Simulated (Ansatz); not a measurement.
**What internal relaxation does to the elastic constants of Al$_{3}$GaN$_{4}$**

The calculation used Ansatz 0.2.0, DFT PBEsol, scalar-relativistic, plane waves, PAW. Cutoff 420 eV, 6×6×6 k-points (Γ-centred), fixed occupations. No spin polarisation.

Relaxed structure:
```yaml
crystal:
  lattice:
    - [4.40718, 0.00000, 0.00000]
    - [0.00000, 4.40718, 0.00000]
    - [0.00000, 0.00000, 4.40718]
  atoms:
    - { symbol: Al, position: [0.50000, 0.50000, 0.00000] }
    - { symbol: Al, position: [0.50000, 0.00000, 0.50000] }
    - { symbol: Al, position: [0.00000, 0.50000, 0.50000] }
    - { symbol: Ga, position: [0.00000, 0.00000, 0.00000] }
    - { symbol: N, position: [0.74471, 0.74471, 0.25529] }
    - { symbol: N, position: [0.74471, 0.25529, 0.74471] }
    - { symbol: N, position: [0.25529, 0.74471, 0.74471] }
    - { symbol: N, position: [0.25529, 0.25529, 0.25529] }
```

Clamped-ion constants (GPa, Voigt order; atoms follow the strain homogeneously):
```
282.1 154.6 154.6   0.0   0.0   0.0
154.6 282.1 154.6   0.0   0.0   0.0
154.6 154.6 282.1   0.0   0.0   0.0
  0.0   0.0   0.0 212.5   0.0   0.0
  0.0   0.0   0.0   0.0 212.5   0.0
  0.0   0.0   0.0   0.0   0.0 212.5
```

What are the constants once the atoms relax in each strained cell?

Results:

C11 = 281.8, C12 = 154.7, C13 = 154.7, C22 = 281.8, C23 = 154.7, C33 = 281.8, C44 = 169.9, C55 = 169.9, C66 = 169.9 GPa; the others vanish.
The Voigt shear modulus goes from 153.0 to 127.4 GPa and the Voigt bulk modulus doesn't change. Relaxation subtracts ΛᵀK⁻¹Λ/V, with Λ the forces that a strain puts on the atoms and K the zone-centre force constants. At a stable cell this can only lower the diagonal constants, and it acts only for strains that share their symmetry with an optical mode; elsewhere, and where the coupling is weak, the constants hardly move.